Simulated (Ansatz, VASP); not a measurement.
Pb: VASP beside Ansatz

```xyz
1
Lattice="0.0000 2.4715 2.4715 2.4715 0.0000 2.4715 2.4715 2.4715 0.0000" Properties=species:S:1:pos:R:3 pbc="T T T"
Pb    0.0000    0.0000    0.0000
```

Alike in both runs: task single point; functional revPBE; k mesh 18 × 18 × 18; occupations fermi-dirac, width 0.1 eV; no spin polarisation.

```csv
,VASP,Ansatz
version,VASP 6.6.1,Ansatz 0.2.0
potentials or method,"VASP PAW PBE potentials, release 64 (Pb_d)","plane waves (420 eV) with PAW, scalar-relativistic"
plane-wave cutoff (eV),520,420
valence electrons in the cell,14,14
```

|  | VASP | Ansatz | Ansatz less VASP |
| --- | --- | --- | --- |
| pressure (GPa) | 3.8 | 3.8 | +0.06 |

With one functional, cell and mesh, what is left measures potentials, basis and numerics.

Caveats: the PAW data sets were made with another functional, which shifts forces and pressure a little (VASP). The runs have no spin-orbit coupling, so splittings on Pb are missing.
